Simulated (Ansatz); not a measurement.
Start from NaBr in the rock salt structure (space group Fm-3m, No. 225; a = 5.948 Å). Axes: x, y, z lie along the cube axes.

Method: r2SCAN (Ansatz, a program for electronic structure), no spin-orbit coupling.

Before the change:

| Quantity | Value |
|---|---|
| Pressure | 0.0 kbar |
| Band gap | 4.98 eV |

One thing is altered: tensile biaxial strain of 0.61 % in the plane normal to [001], as in epitaxy on a mismatched substrate; the out-of-plane cell vector and the atoms relax.

Predict the new pressure.

The pressure (mean of the normal stresses, compression positive) goes from zero to -2.1 kbar.

Predict the new band gap.

The band gap drops by 0.03 eV to 4.95 eV.

Estimate the effect on the energy relative to the base.

The energy goes up by 0.3 meV/atom.

Whether these cells are dynamically stable was not tested.
